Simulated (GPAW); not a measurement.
# SnO (Pm-3m) in GPAW: convergence with grid spacing (A)

Aim: find how far grid spacing (A) must go before the results for SnO settle, at PBE. This setting moves, with any that are tied to it; all else stays.

Everything below comes from runs of GPAW 26.7.0. Logs are shortened: lines on timing, memory, paths and dates and some standing lists are left out, and cuts for length are marked. The log counts tension as positive stress, the text compression.

## (1) Starting point

The structure is cubic, space group Pm-3m (No. 221). Conventional cell: a = 3.132 Å, b = 3.132 Å, c = 3.132 Å, α = 90.00°, β = 90.00°, γ = 90.00°. Sn (site symmetry m-3m) has 8 O at 2.71 Å as nearest neighbours. Around O (site symmetry m-3m) lie 8 Sn at 2.71 Å.

The cell was built by a generator and needn't be a form met in nature.

## (2) With grid spacing (A) 0.26

Contents of run.py:

```python
from ase.dft.bandgap import bandgap
from ase.io import read, write
from gpaw import GPAW

atoms = read('SnO.xyz')

calc = GPAW(mode='fd',
            h=0.26,
            xc='PBE',
            kpts={'size': (9, 9, 9), 'gamma': True},
            occupations={'name': 'fermi-dirac', 'width': 0.05},
            nbands=19,
            convergence={'density': 1e-05, 'energy': 1e-05},
            maxiter=100,
            txt='gpaw.txt')
atoms.calc = calc
energy = atoms.get_potential_energy()
forces = atoms.get_forces()
calc.write('gs.gpw')
write('result.traj', atoms)
print(f'Energy: {energy:.6f} eV')
print('Forces (eV/A):')
print(forces.round(4))
print('Fermi level:', round(calc.get_fermi_level(), 4), 'eV')
print(f'Gap: {bandgap(calc)[0]:.4f} eV, direct: {bandgap(calc, direct=True)[0]:.4f} eV')
```

Contents of SnO.xyz:

```xyz
2
Lattice="3.1319300000 0.0000000000 0.0000000000 0.0000000000 3.1319300000 0.0000000000 0.0000000000 0.0000000000 3.1319300000" Properties=species:S:1:pos:R:3 pbc="T T T"
Sn     0.0000000000      0.0000000000      0.0000000000
O      1.5659650000      1.5659650000      1.5659650000
```

Potentials or basis: GPAW PAW data sets (gpaw-data 1.2.1), fd.

The run is started by

```bash
> OMP_NUM_THREADS=1 python run.py
```

It took 14 s on 1 thread of Arm Neoverse V2, shared host; peak memory 0.15 GiB.

What came out:

* Free energy: -10.9406 eV
* Band gap on the k mesh: 0.47 eV, indirect (least direct gap 0.91 eV)

## (3) With grid spacing (A) 0.23

Edit run.py of step 2 so:

```diff
@@ -7,3 +7,3 @@
 calc = GPAW(mode='fd',
-            h=0.26,
+            h=0.23,
             xc='PBE',
```

SnO.xyz is that of step 2.

Potentials or basis: GPAW PAW data sets (gpaw-data 1.2.1), fd.

The run is started by

```bash
> OMP_NUM_THREADS=1 python run.py
```

It took 14 s on 1 thread of Arm Neoverse V2, shared host; peak memory 0.15 GiB.

What came out:

* Free energy: -10.9406 eV
* Band gap on the k mesh: 0.47 eV, indirect (least direct gap 0.91 eV)

## (4) With grid spacing (A) 0.2

Edit run.py of step 3 so:

```diff
@@ -7,3 +7,3 @@
 calc = GPAW(mode='fd',
-            h=0.23,
+            h=0.2,
             xc='PBE',
```

SnO.xyz is that of step 3.

The run is started by

```bash
> OMP_NUM_THREADS=1 python run.py
```

Run time: 28 s. Hardware: 1 thread of Arm Neoverse V2, shared host; peak memory 0.21 GiB.

Results (log left out):

```yaml
Free_energy: -10.4285 eV
Band_gap_on_the_k_mesh: 0.46 eV, indirect (least direct gap 0.92 eV)
```

## (5) With grid spacing (A) 0.18

Edit run.py of step 4 so:

```diff
@@ -7,3 +7,3 @@
 calc = GPAW(mode='fd',
-            h=0.2,
+            h=0.18,
             xc='PBE',
```

SnO.xyz is that of step 4.

The run is started by

```bash
> OMP_NUM_THREADS=1 python run.py
```

Run time: 28 s. Hardware: 1 thread of Arm Neoverse V2, shared host; peak memory 0.21 GiB.

It converged, with:

```
Free energy            : -10.4285 eV
Band gap on the k mesh : 0.46 eV, indirect (least direct gap 0.92 eV)
```

## (6) With grid spacing (A) 0.16

Edit run.py of step 5 so:

```diff
@@ -7,3 +7,3 @@
 calc = GPAW(mode='fd',
-            h=0.18,
+            h=0.16,
             xc='PBE',
```

SnO.xyz is that of step 5.

Potentials or basis: GPAW PAW data sets (gpaw-data 1.2.1), fd.

The run is started by

```bash
> OMP_NUM_THREADS=1 python run.py
```

Run time: 58 s. Hardware: 1 thread of Arm Neoverse V2, shared host; peak memory 0.3 GiB.

Results (log left out):

| Quantity | Value |
| --- | --- |
| Free energy | -10.3090 eV |
| Band gap on the k mesh | 0.46 eV, indirect (least direct gap 0.92 eV) |

## (7) With grid spacing (A) 0.14

Edit run.py of step 6 so:

```diff
@@ -7,3 +7,3 @@
 calc = GPAW(mode='fd',
-            h=0.16,
+            h=0.14,
             xc='PBE',
```

SnO.xyz is that of step 6.

The run is started by

```bash
> OMP_NUM_THREADS=1 python run.py
```

Wall time 1.7 min (1 thread of Arm Neoverse V2, shared host); peak memory 0.44 GiB.

It converged, with:

```
Free energy            : -10.2791 eV
Band gap on the k mesh : 0.46 eV, indirect (least direct gap 0.92 eV)
```

## (8) With grid spacing (A) 0.12

Edit run.py of step 7 so:

```diff
@@ -7,3 +7,3 @@
 calc = GPAW(mode='fd',
-            h=0.14,
+            h=0.12,
             xc='PBE',
```

SnO.xyz is that of step 7.

Potentials or basis: GPAW PAW data sets (gpaw-data 1.2.1), fd.

The run is started by

```bash
> OMP_NUM_THREADS=1 python run.py
```

gpaw.txt:

```text
__  _  _
 | _ |_)|_||  |
 |__||  | ||/\| - 26.7.0

Input parameters:
  mode=FD(),
  convergence={'density': 1e-05, 'energy': 1e-05},
  h=0.12,
  kpts=MonkhorstPack(size=(9, 9, 9), gamma=True),
  maxiter=100,
  nbands=19,
  occupations=Occupations(name='fermi-dirac', width=0.05),
  xc=XC(name='PBE')

Diagonalizing LCAO Hamiltonian
Converting LCAO to fd mode
   .-------.
  /|       |
 * |       |
 | |  O    |
 | .-------.
 |/       /
 Sn------*

Atoms  # Å, Bohr magnetons
|   | symbol |        x |        y |        z |    initial magnetic moments |
|---|--------|----------|----------|----------|-----------------------------|
| 0 |     Sn | 0.000000 | 0.000000 | 0.000000 | ( 0.0000,  0.0000,  0.0000) |
| 1 |      O | 1.565965 | 1.565965 | 1.565965 | ( 0.0000,  0.0000,  0.0000) |

Unit cell  # Å
| periodic |        x |        y |        z |  lengths |    angles |
|----------|----------|----------|----------|----------|-----------|
|      yes | 3.131930 | 0.000000 | 0.000000 | 3.131930 | 90.000000 |
|      yes | 0.000000 | 3.131930 | 0.000000 | 3.131930 | 90.000000 |
|      yes | 0.000000 | 0.000000 | 3.131930 | 3.131930 | 90.000000 |

Number of symmetries: 48
Symmetry operations  # r_c * U_cc + t_c -> r_c
|    | kind |            matrix            |
|----|------|------------------------------|
|  0 |  E   |  1, 0, 0,  0, 1, 0,  0, 0, 1 |
|  1 |  σ   |  1, 0, 0,  0, 1, 0,  0, 0,-1 |
|  2 |  σ   |  1, 0, 0,  0, 0, 1,  0, 1, 0 |
|  3 |  C4  |  1, 0, 0,  0, 0, 1,  0,-1, 0 |
|  4 |  C4  |  1, 0, 0,  0, 0,-1,  0, 1, 0 |
|  5 |  σ   |  1, 0, 0,  0, 0,-1,  0,-1, 0 |
|  6 |  σ   |  1, 0, 0,  0,-1, 0,  0, 0, 1 |
|  7 |  C2  |  1, 0, 0,  0,-1, 0,  0, 0,-1 |
|  8 |  σ   |  0, 1, 0,  1, 0, 0,  0, 0, 1 |
|  9 |  C2  |  0, 1, 0,  1, 0, 0,  0, 0,-1 |
| 10 |  C3  |  0, 1, 0,  0, 0, 1,  1, 0, 0 |
| 11 |  S6  |  0, 1, 0,  0, 0, 1, -1, 0, 0 |
| 12 |  S6  |  0, 1, 0,  0, 0,-1,  1, 0, 0 |
| 13 |  C3  |  0, 1, 0,  0, 0,-1, -1, 0, 0 |
| 14 |  C4  |  0, 1, 0, -1, 0, 0,  0, 0, 1 |
| 15 |  S4  |  0, 1, 0, -1, 0, 0,  0, 0,-1 |
| 16 |  C3  |  0, 0, 1,  1, 0, 0,  0, 1, 0 |
| 17 |  S6  |  0, 0, 1,  1, 0, 0,  0,-1, 0 |
| 18 |  σ   |  0, 0, 1,  0, 1, 0,  1, 0, 0 |
| 19 |  C4  |  0, 0, 1,  0, 1, 0, -1, 0, 0 |
| 20 |  C2  |  0, 0, 1,  0,-1, 0,  1, 0, 0 |
| 21 |  S4  |  0, 0, 1,  0,-1, 0, -1, 0, 0 |
| 22 |  S6  |  0, 0, 1, -1, 0, 0,  0, 1, 0 |
| 23 |  C3  |  0, 0, 1, -1, 0, 0,  0,-1, 0 |
| 24 |  S6  |  0, 0,-1,  1, 0, 0,  0, 1, 0 |
| 25 |  C3  |  0, 0,-1,  1, 0, 0,  0,-1, 0 |
| 26 |  C4  |  0, 0,-1,  0, 1, 0,  1, 0, 0 |
| 27 |  σ   |  0, 0,-1,  0, 1, 0, -1, 0, 0 |
| 28 |  S4  |  0, 0,-1,  0,-1, 0,  1, 0, 0 |
| 29 |  C2  |  0, 0,-1,  0,-1, 0, -1, 0, 0 |
| 30 |  C3  |  0, 0,-1, -1, 0, 0,  0, 1, 0 |
| 31 |  S6  |  0, 0,-1, -1, 0, 0,  0,-1, 0 |
| 32 |  C4  |  0,-1, 0,  1, 0, 0,  0, 0, 1 |
| 33 |  S4  |  0,-1, 0,  1, 0, 0,  0, 0,-1 |
| 34 |  S6  |  0,-1, 0,  0, 0, 1,  1, 0, 0 |
| 35 |  C3  |  0,-1, 0,  0, 0, 1, -1, 0, 0 |
| 36 |  C3  |  0,-1, 0,  0, 0,-1,  1, 0, 0 |
| 37 |  S6  |  0,-1, 0,  0, 0,-1, -1, 0, 0 |
| 38 |  σ   |  0,-1, 0, -1, 0, 0,  0, 0, 1 |
| 39 |  C2  |  0,-1, 0, -1, 0, 0,  0, 0,-1 |
| 40 |  σ   | -1, 0, 0,  0, 1, 0,  0, 0, 1 |
| 41 |  C2  | -1, 0, 0,  0, 1, 0,  0, 0,-1 |
| 42 |  C2  | -1, 0, 0,  0, 0, 1,  0, 1, 0 |
| 43 |  S4  | -1, 0, 0,  0, 0, 1,  0,-1, 0 |
| 44 |  S4  | -1, 0, 0,  0, 0,-1,  0, 1, 0 |
| 45 |  C2  | -1, 0, 0,  0, 0,-1,  0,-1, 0 |
| 46 |  C2  | -1, 0, 0,  0,-1, 0,  0, 0, 1 |
[... 64 lines left out ...]
    |   5p |  2.000 |      -3.696 |    1.270 |
    |   4d | 10.000 |     -25.845 |    1.185 |
    |    s |        |      16.674 |    1.201 |
    |    p |        |      23.515 |    1.270 |
    |    d |        |       1.367 |    1.185 |

    Using partial waves for Sn as LCAO basis

  O:
    name:    Oxygen
    Z:       8.0
    valence: 6
    core:    2
    charge:  0.0  # [|e|]
    compensation charges:
      type: gauss
      rc: 0.21  # [Å]
      lmax: 2
    cutoffs:
      filter: 1.17  # [Å]
      core: 0.83  # [Å]
    projectors
    | kind |    occ | energy [eV] | rcut [Å] |
    |------|--------|-------------|----------|
    |   2s |  2.000 |     -23.961 |    0.688 |
    |   2p |  4.000 |      -9.029 |    0.598 |
    |    s |        |       3.251 |    0.688 |
    |    p |        |      18.182 |    0.598 |
    |    d |        |       0.000 |    0.619 |

    Using partial waves for O as LCAO basis

Reference energy: -170051.545608  # eV

eigensolver:
  PPCG
  Converge bands: occupied
  niter=2

density mixing:
  MSR1-Mixer
  Pratt-step length: 0.05
  Maximum mixing coefficient: 0.75
  Old densities: 10
  SVD Regularization: 0.005
  Good broyden scale: 1.0
  Trust region scale: 1.0
  Backstep threshold: 4.0
  History deletion threshold: 6.0
  Fourier metric: weight=20.0, sigma=0.015

occupation numbers:
  Fermi-Dirac:
    width: 0.0500  # eV

FastPoissonSolver using
    Stencil: 6*3+1=19 point O(h^6) finite-difference Laplacian
    FFT axes: [np.int64(0), np.int64(1), np.int64(2)]
    FST axes: []

xc functional:
  name: PBE with 2 nearest neighbor stencil
interpolation: tri-quintic # 5. degree polynomial

convergence criteria:
- Maximum integral of absolute [dens]ity change: 1e-05 electrons / valence electron
- Maximum [total energy] change in last 3 cyles: 1e-05 eV / valence electron
- Maximum integral of absolute [eigenst]ate change: 4e-08 eV^2 / valence electron
maximum number of iterations: 100

SCF iterations
|iter     | |      energy | eigst |  dens |
|---------|-|-------------|-------|-------|
|iter:   1| |  -12.023082 | +0.83 |       |
|iter:   2| |  -11.416900 | -0.01 | -0.99 |
|iter:   3| |  -10.288032 | -0.06 | -1.07 |
|iter:   4| |  -10.275448 | -1.06 | -1.65 |
|iter:   5| |  -10.267252 | -1.50 | -1.83 |
|iter:   6| |  -10.267361 | -2.47 | -2.89 |
|iter:   7| |  -10.267422c| -3.10 | -3.13 |
|iter:   8| |  -10.267435c| -3.58 | -3.82 |
|iter:   9| |  -10.267439c| -4.06 | -4.63 |
|iter:  10| |  -10.267441c| -4.46 | -5.05c|
|iter:  11| |  -10.267442c| -4.81 | -5.36c|
|iter:  12| |  -10.267442c| -5.37 | -5.74c|
|iter:  13| |  -10.267442c| -5.94 | -5.76c|
|iter:  14| |  -10.267442c| -6.40 | -5.58c|
|iter:  15| |  -10.267442c| -6.86 | -5.63c|
|iter:  16| |  -10.267442c| -7.26 | -5.69c|
|iter:  17| |  -10.267442c| -7.60c| -5.82c|

Converged in 17 steps
Energy contributions relative to reference atoms: (reference = -170051.545608)

Energy contributions:
  Kinetic:          13.343211
  Coulomb:         -13.339214
  Zero:              0.192759
  External:          0.000000
  Xc:              -10.464038
  Entropy:          -0.000317
  Spinorbit:         0.000000
  ----------------------------
  Free energy:     -10.267601
  Extrapolated:    -10.267442

dipole moment: (-10.616464, -10.616464, -10.616464)  # |e|*Ang

Fermi level: 7.680
Eigenvalues  # (at kpt = [0.000, 0.000, 0.000])
| band index |      eig [eV] | occ [0-2] |
|------------|---------------|-----------|
|          0 |       -14.080 |     2.000 |
|        ... |               |           |
|          2 |       -13.746 |     2.000 |
|          3 |       -13.746 |     2.000 |
|          4 |       -13.746 |     2.000 |
|          5 |       -10.235 |     2.000 |
|          6 |         0.179 |     2.000 |
|          7 |         5.190 |     2.000 |
[... 9 lines left out ...]
|         17 |        29.419 |     0.000 |
|         18 |        29.420 |     0.000 |

Gap: 0.460 eV
Transition (v -> c):
  (s=0, k=22, n=9, [0.44, 0.11, 0.11]) -> (s=0, k=34, n=10, [0.44, 0.44, 0.44])
Direct/indirect transitions are different
Direct gap: 0.918 eV
Transition at: (s=0, k=21, n=9, [0.44, 0.11, 0.00])

Forces  # eV/Ang
|       x |       y |       z |
|---------|---------|---------|
| 0.00000 | 0.00000 | 0.00000 |  # Sn   0
| 0.00000 | 0.00000 | 0.00000 |  # O    1

# Writing to gs.gpw (mode='')
```

stdout:

```text
Energy: -10.267442 eV
Forces (eV/A):
[[0. 0. 0.]
 [0. 0. 0.]]
Fermi level: 7.6801 eV
Gap: 0.4598 eV, direct: 0.9176 eV
```

It took 2.7 min on 1 thread of Arm Neoverse V2, shared host; peak memory 0.63 GiB.

Results:

```yaml
Free_energy: -10.2676 eV
Band_gap_on_the_k_mesh: 0.46 eV, indirect (least direct gap 0.92 eV)
```

## (9) Result

```tsv
grid spacing (A)	energy less the tightest run, at zero smearing (meV/atom)	gap on the mesh (eV)	SCF cycles	CPU time (s)	peak memory (GiB)
0.26	-336.49	0.466	13	14	0.15
0.23	-336.49	0.466	13	14	0.15
0.2	-80.44	0.461	13	28	0.21
0.18	-80.44	0.461	13	28	0.21
0.16	-20.72	0.460	14	57	0.3
0.14	-5.73	0.460	15	100	0.44
0.12	0.00	0.460	17	160	0.63
```

Against the tightest run, the gap on the mesh stays within 0.01 eV from 0.26 on. Not settled before the last step: the energy (to 1 meV/atom). The tightest run that finished is the yardstick and may itself not be fully converged.

Caveats: the real-space grid adds noise to forces; spin-orbit coupling is left out, which moves the levels of the heavy elements; an odd mesh through Γ misses points on the zone boundary, where band edges often lie.
